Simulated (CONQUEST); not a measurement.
## GaSb: single point with PBE

GaSb:

```
Sb Ga
1.0
     4.32608    0.00000    0.00000
     0.00000    4.32608    0.00000
     0.00000    0.00000    6.11800
Sb Ga
2 2
Direct
  0.00000 0.50000 0.25000
  0.50000 0.00000 0.75000
  0.00000 0.00000 0.00000
  0.50000 0.50000 0.50000
```

```json
{
  "Program": "CONQUEST 1.3",
  "Task": "single point",
  "Functional": "PBE",
  "Potentials or basis": "PseudoDojo NC PBE, SZP, grid cutoff 120 Ha",
  "k mesh": "6 × 6 × 5",
  "Occupations": "fermi-dirac, width 0.05 eV",
  "Spin": "no spin polarisation"
}
```

- Pressure: 5.0 GPa
- Band gap on the k mesh: 0.31 eV
- Mulliken charges: Sb +0.05; Ga -0.05 e

It took 30 s on 1 thread of Intel(R) Xeon(R) 6975P-C (Granite Rapids), with other jobs on the host, peak memory 0.82 GiB.

The gap isn't set beside the measured one, since this odd mesh misses points on the zone boundary.

Caveat: the atomic basis is small; Mulliken charges move with the basis; spin-orbit coupling is left out, which moves the levels of the heavy elements; an odd mesh through Γ misses points on the zone boundary, where band edges often lie; the basis of atomic orbitals isn't converged, which shifts pressures, moduli and gaps; the real-space grid breaks the cell's symmetry a little.
